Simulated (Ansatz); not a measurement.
# NiO (Fm-3m) in Ansatz: a series of runs

One crystal, NiO, is run at these levels: RPBE+D3(BJ), PBE; tasks: relaxation of cell and atoms, single point.

All numbers are computed with Ansatz 0.2.0; they aren't measurements. Logs are shortened: lines on timing, memory, paths and dates and some standing lists are left out, and cuts for length are marked.

## (1) Starting point

It takes space group Fm-3m (No. 225, cubic). The conventional cell has a = 4.172 Å, b = 4.172 Å, c = 4.172 Å, α = 90.00°, β = 90.00°, γ = 90.00°. Ni (site symmetry m-3m) has 6 O at 2.09 Å as nearest neighbours. Around O (site symmetry m-3m) lie 6 Ni at 2.09 Å.

## (2) Relaxation of cell and atoms, RPBE+D3(BJ), collinear spin, ferromagnetic start

Contents of input.yaml:

```yaml
crystal:
  lattice:
    - [0.0, 2.0859016414, 2.0859016414]
    - [2.0859016414, 0.0, 2.0859016414]
    - [2.0859016414, 2.0859016414, 0.0]
  atoms:
    - { symbol: Ni, position: [0.0, 0.0, 0.0], spin: 1.0 }
    - { symbol: O, position: [0.5, 0.5, 0.5] }
hamiltonian:
  xc: rpbe
  pseudopotentials: { kind: paw }
  dispersion: d3bj
magnetization:
  spin_polarized: true
kpoints:
  mp_grid: { grid: [11, 11, 11] }
scf:
  occupations: { method: fermi_dirac, width: 0.05 }
output:
  forces: true
  stress: true
relax:
  f_tol: 0.01
  max_steps: 40
  cell: { stress_tol: 0.05 }
```

Potentials or basis: Ansatz PAW.

Launch:

```sh
$ ansatz run input.yaml --threads 2 --pin off --max-ram 5120MiB --backend cpu --events-out ev --progress --plain --runs-dir out
```

Output:

```text
Warning: RAYON_NUM_THREADS=2 ignored (pool sized by the plan → 2); use --threads N
Engine: ansatz 0.2.0, aarch64-unknown-linux-gnu
Pseudopotentials: kind: paw
Pseudopotential: Ni, paw, valence charge 18, recommended cutoff 420 eV (normal), Ni.paw.azcp
Pseudopotential: O, paw, valence charge 6, recommended cutoff 420 eV (normal), O.paw.azcp
Functional definition: RPBE
  parameter kappa = 0.804
  parameter beta = 0.06672455060314922
  exchange = rpbe_x(kappa = kappa, mu = beta*pi^2/3)
  correlation = pbe_c(beta = beta)
Crystal: 2 atoms, lattice volume = 18.151 Å³
Basis set: ecut = 420 eV, 339 PW (Γ), exchange–correlation on 40×40×40 points (8 copies of the dense FFT grid, shifted against one another)
Bands: 17, of which v1, the nominal top of the filled ones, is band 12 counted from 1 (11 counted from 0)
Symmetry: 48 space group operations
Space group: Fm-3m (ITA 225), of the structure as read, at distance tolerance 2.6e-5 Å
Magnetic group: BNS 225.116 (UNI 1618), of the structure as read, at distance tolerance 2.6e-5 Å
k-points: 56 of 1331
Non-local potential: Ni, projectors of the file, l = 0: 3, l = 1: 2, l = 2: 3, l = 3: 1
Non-local potential: O, projectors of the file, l = 0: 2, l = 1: 2, l = 2: 1
PAW form: soft (Blöchl's): semilocal exchange-correlation on the pseudo side does not see the compensation charge
PAW frozen core: Ni, regenerated for the run's functional, and the local potential with it (the file was generated under x = pbe(κ = 0.804, μ = 0.2195149727645171), c = pbe(β = 0.06672455060314922))
PAW frozen core: O, regenerated for the run's functional, and the local potential with it (the file was generated under x = pbe(κ = 0.804, μ = 0.2195149727645171), c = pbe(β = 0.06672455060314922))
PAW one-centre angular grid: Ni, 590 points (default); XC on 64 Gauss nodes
PAW one-centre angular grid: O, 110 points (default); XC on 64 Gauss nodes
Initial density: superposition of atomic densities (chi_scale 0.1, normalization cell, long waves kept (reshape's long-wave potential 0.00 eV rms))
Starting moments: Σ|m| = 1 μB on 1 of 2 sites
Initial wavefunctions: pseudopotential atomic-orbital guess
Functional: x = rpbe, c = pbe(β = 0.06672455060314922)
SCF iter   1: F=—  HF=-6413.591524 eV  |F-HF|=—  |Δ(HF+E_count)|=         —  Δρ=1.49e-1 (↑1.10e-1 ↓1.49e-1)  dr2=8.17e0  dr2_m=1.03e-1  M=0.884 μB ∫|m|=0.884 μB  β_m=0.30  ethr=3.10e-3  ⟨swp⟩=5.6  Hψ=8366  notcnv=0
Mixer restart at iter 1: flushing history
preconditioner: auto → none  [metal: Δε(μ)=0.050 eV  Ē_g=14.267 eV  σ=0.050 eV  W_gap=0.23  n_scr=8 (ndim 8)  ℏωp=34.9 eV  f_vac=0.000  D(μ)=2.21/eV (n_scr^D=26)  sad-step TF]
SCF iter   2: F=—  HF=-6414.100965 eV  |F-HF|=—  |Δ(HF+E_count)|=   5.09e-1  Δρ=5.78e-2 (↑4.12e-2 ↓5.78e-2)  dr2=9.14e-1  dr2_m=7.06e-2  M=1.038 μB ∫|m|=1.039 μB  β_m=0.36  ethr=3.10e-3  ⟨swp⟩=3.0  Hψ=4871  notcnv=0  defer=20
SCF iter   3: F=—  HF=-6414.483589 eV  |F-HF|=—  |Δ(HF+E_count)|=   3.83e-1  Δρ=3.23e-2 (↑2.28e-2 ↓3.23e-2)  dr2=1.72e-1  dr2_m=4.66e-2  M=1.111 μB ∫|m|=1.112 μB  β_m=0.61  ethr=3.10e-3  ⟨swp⟩=2.0  Hψ=3285  notcnv=0  defer=15
SCF iter   4: F=—  HF=-6414.692084 eV  |F-HF|=—  |Δ(HF+E_count)|=         —  Δρ=4.75e-2 (↑3.31e-2 ↓4.75e-2)  dr2=4.56e-2  dr2_m=2.64e-1  M=1.524 μB ∫|m|=1.527 μB  β_m=0.61  ethr=7.18e-4  ⟨swp⟩=2.3  Hψ=3176  notcnv=0  defer=15
Mixer restart at iter 4: flushing history
[... 54 lines left out ...]
WARN: dispersion: an atom stands within reach of a switch of its C6 between two reference coordination numbers of its element: through that C6 alone, e_disp changes by 0.025 eV or more while the distances to its neighbours run over a stretch of 0.05 Å that contains this geometry (sites counted from 0 in the run's list of atoms or, in a supercell that it derives, in that cell's: here a list of 2) — site 0 (Ni): coordination number 5.888 (about 4.94 to 6.84 with every neighbour 0.05 Å farther or nearer), switch near 6.419 between the references 6.292 (weight 0.75) and 6.546 (weight 0.25), e_disp changing by some 0.07 eV. This is how the published method behaves, and the energy and the forces stay consistent. Where you compare this geometry's total energy with another's, compare their components.e_disp too, and, where the geometries are yours to choose, keep both on one side of the switch, which a site's coordination number tells: a relaxation that ends in reach of it can search the other side under relax.adjacent_minimum: search, except where no move that the cell, the constraints and the symmetry allow carries the atom there
SCF 4 converged in 9 iterations: F = -6414.706563 eV  dr2 = 1.51e-12
relax step   4: F+E_penalty+E_count = -6414.70656294 eV  Δ(F+E_penalty+E_count) = +6.189e-4 eV  max|allowed force component| = 3.928e-30 eV/Å  Δτ_max = 0.0000 Å  P = -0.033 GPa  Ω = 18.017 Å³  stress off target by 3.30e-2 GPa  SCF on the basis re-selected at this cell (its energy is not comparable with the rows above)  (9 SCF iters)
basis re-selected at this cell: Δ(F+E_penalty+E_count) = +6.189e-4 eV, ΔP = -0.034 GPa vs the last step (what re-selecting the basis moved, of the pressure what is left beyond the Pulay correction that the steps carried, after the strain that the cell walked since its last selection, with what the two solves' SCF thresholds leave and, on support functions, any second-order correction that the steps lacked; it is no measure of the basis error at this ecutwfc). This SCF's stress stands 3.30e-2 GPa from its target on what of the cell is left free (relax.cell.stress_tol is 5.00e-2 GPa) and its largest allowed force component is 3.93e-30 eV/Å (relax.f_tol is 1.00e-2 eV/Å): within both
SCF converged after 9 iterations
Magnetization: 1.8084 μB (12.9042 up, 11.0958 down)
Absolute magnetization: 1.8175 μB (∫|ρ↑−ρ↓|, with the PAW one-centre terms)
Spin contamination: 0.0060 ħ² per cell (⟨S²⟩ above its minimum at these occupations)
Per-site moments (μB) at R_I (Å): [(1.462074458575249, 0.8582973085240692), (0.2913766874683388, 0.8582973085240692)]
Free energy (F): -6414.706563 eV
Harris-Foulkes:  -6414.706563 eV  (|F-HF|=1.82e-12)
Internal energy: -6414.698535 eV  (E = F + TS)
E sigma→0 (E₀):  -6414.702549 eV
Entropy (-TS):   -0.008028 eV (-4.014 meV/atom)
Fermi energy:    14.850961 eV
--- Per-component energies (eV) ---
  E_band       = -319.730501
  E_kinetic    = 452.508869
  E_local      = -3980.173607  (includes V_loc(G=0)·N_el)
  E_nonlocal   = 692.218790
  E_hartree    = 1641.577757
  E_xc         = -156.530303
  E_vxc        = -200.424403  (∫ρ·V_xc dr)
  E_paw        = -1799.051261  (= ΣΔE_a)
  E_vpaw       = -567.018850  (= ΣTr[D̂ρ^β])
  E_aug_tail   = 0.003123  (compensation charges beyond the density's cutoff)
  E_ewald      = -3262.903201
  E_disp       = -2.283456  (pairwise vdW)
  E_core_change = -0.065247  (= ΣΔE_core)
  E_smearing   = -0.008028  (= −TS)
  E_closure    = 0.000000  (closes the sum)
  Σ components = -6414.706563   (vs F -6414.706563, Δ=0.00e0)
--- Forces (eV/Å), atoms counted from 1 ---
  atom   1  Ni    -0.00000000     0.00000000    -0.00000000
  atom   2  O      0.00000000    -0.00000000     0.00000000
  max |Σ_I F_I| component: 6.87e-30 eV/Å
--- Stress (GPa, compression-positive) ---
       -0.033012      -0.000000      -0.000000
       -0.000000      -0.033012      -0.000000
       -0.000000      -0.000000      -0.033012
  P = ⅓ Tr σ = -0.0330 GPa (-0.330 kbar)
--- Relaxed structure (3 steps of the walk, 3 accepted, 1 SCFs on fresh bases) ---
  F+E_penalty+E_count = -6414.70656294 eV   max|allowed force component| = 3.928e-30 eV/Å   (the final SCF, on the basis selected at the relaxed cell)
  cell:  # Å, volume = 18.0165 Å³
    - [-2.3884556404198059e-35, 2.0807207479371375, 2.0807207479371375]
    - [2.0807207479371375, -8.439209929483318e-35, 2.0807207479371375]
    - [2.0807207479371375, 2.0807207479371375, -2.866146768503769e-34]
  atoms:
    - { symbol: Ni, position: [4.057506431844699e-37, -3.4563943678814757e-37, -4.057506431884062e-37] }
    - { symbol: O, position: [0.5, 0.5, 0.5] }
```

It took 6.3 s on 2 threads of Arm Neoverse V1, shared host; peak memory 0.3 GiB.

What came out:

| Property | Result |
| --- | --- |
| Free energy | -6414.7066 eV |
| Relaxed volume | 9.01 Å³/atom |
| Relaxed cell | a = 2.943 Å, b = 2.943 Å, c = 2.943 Å, α = 60.00°, β = 60.00°, γ = 60.00° |
| Space group after relaxing (to 0.05 Å) | Fm-3m (No. 225) |
| Energy gained by relaxing | 0.5 meV/atom |
| Ionic steps | 4 |
| Pressure after relaxing | 0.0 GPa |
| Net moment | 1.81 μB per cell |
| Absolute moment | 1.82 μB per cell |
| Site moments | Ni +1.46; O +0.29 μB |

Step by step:
```csv
step,energy change (eV),largest force (eV/Å),volume (Å³)
1,0.0000,0.0000,18.15
2,-0.0015,0.0000,18.04
3,-0.0017,0.0000,18.02
4,-0.0010,0.0000,18.02
```

Final structure:
```cif
data_structure
_symmetry_space_group_name_H-M 'P 1'
_symmetry_Int_Tables_number 1
_cell_length_a 2.9426
_cell_length_b 2.9426
_cell_length_c 2.9426
_cell_angle_alpha 60.000
_cell_angle_beta 60.000
_cell_angle_gamma 60.000
_cell_volume 18.02
loop_
_atom_site_label
_atom_site_type_symbol
_atom_site_fract_x
_atom_site_fract_y
_atom_site_fract_z
_atom_site_occupancy
Ni1 Ni 0.00000 0.00000 0.00000 1
O1 O 0.50000 0.50000 0.50000 1
```

Caveat: the plane-wave basis is chosen anew once the cell has moved, so the energies of steps on either side of that aren't comparable; the pressure holds a Pulay correction of +0.7 GPa for the finite cutoff; a cell with one magnetic atom can't hold antiferromagnetic order, which such compounds often take; the PAW data sets come from PBE, with cores solved anew for the run's functional, which leaves a small shift of forces and pressure.

## (3) Single point, PBE, collinear spin, ferromagnetic start

Changes to input.yaml since step 2:

```diff
@@ -9,5 +9,4 @@
 hamiltonian:
-  xc: rpbe
+  xc: pbe
   pseudopotentials: { kind: paw }
-  dispersion: d3bj
 magnetization:
@@ -15,3 +14,3 @@
 kpoints:
-  mp_grid: { grid: [11, 11, 11] }
+  mp_grid: { grid: [6, 6, 6] }
 scf:
@@ -21,5 +20,2 @@
   stress: true
-relax:
-  f_tol: 0.01
-  max_steps: 40
-  cell: { stress_tol: 0.05 }
+  eigenvalues: true
```

Potentials or basis: Ansatz PAW.

Launch:

```sh
$ ansatz run input.yaml --threads 2 --pin off --max-ram 5120MiB --backend cpu --events-out ev --progress --plain --runs-dir out
```

Output:

```text
Warning: RAYON_NUM_THREADS=2 ignored (pool sized by the plan → 2); use --threads N
[... 4 set-up lines as earlier in the session ...]
Functional definition: PBE
[... 2 set-up lines as earlier in the session ...]
  exchange = pbe_x(kappa = kappa, mu = beta*pi^2/3)
[... 1 set-up line as earlier in the session ...]
Crystal: 2 atoms, lattice volume = 18.151 Å³
Basis set: ecut = 420 eV, 339 PW (Γ), exchange–correlation on 40×40×40 points (8 copies of the dense FFT grid, shifted against one another)
Bands: 17, of which v1, the nominal top of the filled ones, is band 12 counted from 1 (11 counted from 0)
[... 2 set-up lines as earlier in the session ...]
Magnetic group: BNS 225.116 (UNI 1618), of the structure as read, at distance tolerance 2.6e-5 Å
k-points: 16 of 216
[... 6 set-up lines as earlier in the session ...]
Starting moments: Σ|m| = 1 μB on 1 of 2 sites
[... 1 set-up line as earlier in the session ...]
Functional: x = pbe(κ = 0.804, μ = 0.2195149727645171), c = pbe(β = 0.06672455060314922)
SCF iter   1: F=—  HF=-6404.604494 eV  |F-HF|=—  |Δ(HF+E_count)|=         —  Δρ=2.21e-1 (↑6.79e-2 ↓2.21e-1)  dr2=8.81e0  dr2_m=1.58e0  M=0.097 μB ∫|m|=0.116 μB  β_m=0.30  ethr=3.10e-3  ⟨swp⟩=5.3  Hψ=2368  notcnv=0
Mixer restart at iter 1: flushing history
preconditioner: auto → none  [metal: Δε(μ)=0.057 eV  Ē_g=14.032 eV  σ=0.050 eV  W_gap=0.27  n_scr=8 (ndim 8)  ℏωp=34.9 eV  f_vac=0.000  D(μ)=1.41/eV (n_scr^D=14)  sad-step TF]
SCF iter   2: F=—  HF=-6405.091138 eV  |F-HF|=—  |Δ(HF+E_count)|=   4.87e-1  Δρ=1.01e-1 (↑4.83e-2 ↓1.01e-1)  dr2=9.85e-1  dr2_m=7.00e-1  M=0.132 μB ∫|m|=0.144 μB  β_m=0.39  ethr=3.10e-3  ⟨swp⟩=3.0  Hψ=1391  notcnv=0  defer=6
SCF iter   3: F=—  HF=-6405.494583 eV  |F-HF|=—  |Δ(HF+E_count)|=   4.03e-1  Δρ=6.30e-2 (↑2.49e-2 ↓6.30e-2)  dr2=5.36e-1  dr2_m=2.37e-1  M=0.081 μB ∫|m|=0.091 μB  β_m=0.51  ethr=3.10e-3  ⟨swp⟩=2.0  Hψ=930  notcnv=0  defer=3
[... 26 lines left out ...]
SCF iter   1: F=—  HF=-6405.686352 eV  |F-HF|=—  |Δ(HF+E_count)|=         —  Δρ=1.98e-5 (↑7.65e-6 ↓1.98e-5)  dr2=5.46e-8  dr2_m=1.08e-8  M=1.730 μB ∫|m|=1.738 μB  β_m=0.30  ethr=2.27e-10  ⟨swp⟩=1.0  Hψ=2482  notcnv=0
preconditioner: auto → none  [insulator: Δε(μ)=0.202 eV  Ē_g=14.580 eV  σ=0.050 eV  W_gap=0.77  n_scr=8 (ndim 8)  ℏωp=34.9 eV  f_vac=0.000  D(μ)=0.50/eV (n_scr^D=0)  ε∞_Penn≈6.7]
SCF iter   2: F=-6405.686352 eV  HF=-6405.686352 eV  |F-HF|=3.64e-9  |Δ(HF+E_count)|=   7.76e-9  Δρ=9.94e-6 (↑4.29e-6 ↓9.94e-6)  dr2=6.92e-9  dr2_m=6.05e-9  M=1.730 μB ∫|m|=1.738 μB  ethr=2.27e-10  ⟨swp⟩=3.3  Hψ=1507  notcnv=0
SCF 3 converged in 2 iterations: F = -6405.686352 eV  dr2 = 6.92e-9
SCF converged after 2 iterations
Magnetization: 1.7303 μB (12.8651 up, 11.1349 down)
Absolute magnetization: 1.7374 μB (∫|ρ↑−ρ↓|, with the PAW one-centre terms)
Spin contamination: 0.0062 ħ² per cell (⟨S²⟩ above its minimum at these occupations)
Per-site moments (μB) at R_I (Å): [(1.3976422923569225, 0.8604344270775), (0.27754365209070536, 0.8604344270775)]
Free energy (F): -6405.686352 eV
Harris-Foulkes:  -6405.686352 eV  (|F-HF|=3.64e-9)
Internal energy: -6405.681436 eV  (E = F + TS)
E sigma→0 (E₀):  -6405.683894 eV
Entropy (-TS):   -0.004917 eV (-2.458 meV/atom)
Fermi energy:    14.606969 eV
--- Per-component energies (eV) ---
  E_band       = -325.200329
  E_kinetic    = 452.205252
  E_local      = -3993.050933  (includes V_loc(G=0)·N_el)
  E_nonlocal   = 692.842479
  E_hartree    = 1645.406311
  E_xc         = -156.078214
  E_vxc        = -200.226121  (∫ρ·V_xc dr)
  E_paw        = -1792.210548  (= ΣΔE_a)
  E_vpaw       = -567.782521  (= ΣTr[D̂ρ^β])
  E_aug_tail   = 0.003128  (compensation charges beyond the density's cutoff)
  E_ewald      = -3254.798910
  E_smearing   = -0.004917  (= −TS)
  E_closure    = 0.000000  (closes the sum)
  Σ components = -6405.686352   (vs F -6405.686352, Δ=0.00e0)
--- Forces (eV/Å), atoms counted from 1 ---
  atom   1  Ni     0.00000000     0.00000000     0.00000000
  atom   2  O      0.00000000    -0.00000000     0.00000000
  max |Σ_I F_I| component: 2.72e-29 eV/Å
--- Stress (GPa, compression-positive) ---
        5.594594       0.000000       0.000000
       -0.000000       5.594594      -0.000000
        0.000000       0.000000       5.594594
  P = ⅓ Tr σ = 5.5946 GPa (55.946 kbar)
--- Band table (eV; the first three rows and the last of 32) ---
  k-point 0 ↑: bands = ["-89.8563", "-50.2351", "-50.2351", "-50.2351", "-5.9412", "11.4017", "11.4017", "11.4512", "11.4512", "11.4512", "11.8745", "11.8745", "11.8745", "15.9971", "32.2653", "33.3465", "33.3465"]
  k-point 1 ↑: bands = ["-89.8556", "-50.2429", "-50.2362", "-50.2362", "-5.6355", "9.5198", "9.9575", "9.9575", "11.9952", "11.9952", "12.3441", "13.0572", "13.0572", "17.5805", "28.5128", "32.1450", "32.1450"]
  k-point 2 ↑: bands = ["-89.8542", "-50.2584", "-50.2383", "-50.2383", "-4.9445", "7.1979", "8.9205", "8.9205", "12.3798", "12.3798", "12.8071", "14.3156", "14.3156", "19.5872", "25.3011", "29.5935", "29.5935"]
  k-point 15 ↓: bands = ["-88.0519", "-48.5054", "-48.4962", "-48.4917", "-3.9152", "8.2098", "9.3023", "9.5390", "12.9291", "13.7006", "13.7939", "14.7558", "15.3624", "22.6501", "25.3385", "25.8876", "29.2542"]
```

Run time: 3.3 s. Hardware: 2 threads of Arm Neoverse V1, shared host; peak memory 0.28 GiB.

What came out:

| Quantity | Value |
| --- | --- |
| Free energy | -6405.6864 eV |
| Pressure | 5.6 GPa |
| Band gap on the k mesh | none (metal or under the smearing width) |
| Net moment | 1.73 μB per cell |
| Absolute moment | 1.74 μB per cell |
| Site moments | Ni +1.40; O +0.28 μB |

Levels at points of the mesh, in eV from the Fermi level:
Spin up:
| k point | band 9 | band 10 | band 11 | band 12 | band 13 | band 14 | band 15 | band 16 | band 17 |
| --- | --- | --- | --- | --- | --- | --- | --- | --- | --- |
| (0.00, 0.00, 0.00) | -3.16 | -3.16 | -2.73 | -2.73 | -2.73 | 1.39 | 17.66 | 18.74 | 18.74 |
| (0.00, 0.00, -0.50) | -2.03 | -2.03 | -1.50 | 0.21 | 0.21 | 5.45 | 9.84 | 13.91 | 13.91 |
| (0.00, -0.50, -0.50) | -3.62 | -2.86 | -2.30 | -1.71 | -1.71 | 5.99 | 10.44 | 12.09 | 16.50 |
Spin down:
```tsv
k point	band 7	band 8	band 9	band 10	band 11	band 12	band 13	band 14	band 15	band 16
(0.00, 0.00, 0.00)	-2.67	-2.67	-1.92	-1.92	-1.92	-0.67	-0.67	1.74	17.59	18.97
(0.00, 0.00, -0.50)	-4.97	-4.97	-1.02	-1.02	-0.65	2.15	2.15	5.63	10.35	14.18
(0.00, -0.50, -0.50)	-4.02	-4.02	-2.92	-0.81	-0.81	-0.24	0.31	6.44	10.79	12.37
```

Caveat: the k mesh is coarse (spacing up to 0.43 Å⁻¹), so the values aren't converged; the pressure holds a Pulay correction of +0.7 GPa for the finite cutoff; a cell with one magnetic atom can't hold antiferromagnetic order, which such compounds often take; semilocal functionals often make such compounds metallic where correlation or magnetic order opens a gap, which also shifts bond lengths. With open d or f shells a metallic result of PBE can be an artefact of self-interaction; +U or a hybrid may open a gap.
